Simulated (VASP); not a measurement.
VASP 6.6.1 run: SiC

INCAR

```
LCHARG = .FALSE.
SIGMA = 0.02
NBANDS = 16
IBRION = -1
ENCUT = 520
ISMEAR = -1
NELM = 120
PREC = Low
LASPH = .TRUE.
GGA = PS
NSW = 0
ISIF = 2
LWAVE = .FALSE.
EDIFF = 1E-7
LREAL = .FALSE.
```

KPOINTS

```
KPOINTS created by Atomic Simulation Environment
0
Gamma
8 8 4
0 0 0
```

POSCAR

```
Si C
 1.0000000000000000
     3.1335999999999999    0.0118000000000000   -0.0268000000000000
    -1.5566000000000000    2.7038000000000002   -0.0063000000000000
    -0.0440000000000000   -0.0373000000000000    5.0404999999999998
 Si  C
   2   2
Cartesian
 -0.0292031600000001  1.8083137700000003  4.9892162300000003
  1.5147326000000001  0.8643952300000000  2.5183969699999995
 -0.0392149000000001  1.8206314000000001  1.8781099899999998
  1.5406180400000000  0.8833135100000000  4.3767378499999996
```

The recommended PBE PAW datasets give the neutral cell 16 valence electrons.

Command

```
mpirun -np 1 vasp_std
```

How does this run end, and what does it give?

It converged. Results: gap between bands v and c on the k mesh 2.16 eV; least direct gap on the k mesh 3.52 eV; pressure -6.2 GPa; largest force 1.58 eV/Å. Band v is the last that the valence electrons fill when counted band by band, and c is the next.

OSZICAR

```
N       E                     dE             d eps       ncg     rms          rms(c)
DAV:   1     0.238162244290E+02    0.23816E+02   -0.70637E+03  4224   0.891E+02
DAV:   2    -0.325289472423E+02   -0.56345E+02   -0.51284E+02  5912   0.155E+02
DAV:   3    -0.351300267353E+02   -0.26011E+01   -0.25894E+01  5680   0.310E+01
DAV:   4    -0.351501165112E+02   -0.20090E-01   -0.20087E-01  5160   0.332E+00
DAV:   5    -0.351503196698E+02   -0.20316E-03   -0.20315E-03  5616   0.317E-01    0.119E+01
DAV:   6    -0.318113341272E+02    0.33390E+01   -0.58233E+00  5360   0.147E+01    0.543E+00
DAV:   7    -0.317255395747E+02    0.85795E-01   -0.97486E-01  6080   0.573E+00    0.236E+00
DAV:   8    -0.316968908095E+02    0.28649E-01   -0.50777E-02  4840   0.139E+00    0.570E-01
DAV:   9    -0.316934774910E+02    0.34133E-02   -0.66904E-03  5600   0.550E-01    0.117E-01
DAV:  10    -0.316936360229E+02   -0.15853E-03   -0.73729E-04  4904   0.161E-01    0.552E-02
DAV:  11    -0.316936444435E+02   -0.84205E-05   -0.41818E-05  5416   0.465E-02    0.118E-02
DAV:  12    -0.316936443279E+02    0.11561E-06   -0.34207E-06  5496   0.126E-02    0.494E-03
DAV:  13    -0.316936444634E+02   -0.13557E-06   -0.70751E-07  5512   0.525E-03    0.191E-03
DAV:  14    -0.316936444973E+02   -0.33807E-07   -0.46020E-08  2752   0.154E-03
   1 F= -.31693644E+02 E0= -.31693644E+02  d E =-.856610E-12
```

For comparison, a separate PBEsol run of the intended cell, on usual settings and not on those above, gives a gap of 2.16 eV on its mesh and a pressure of -6.2 GPa.
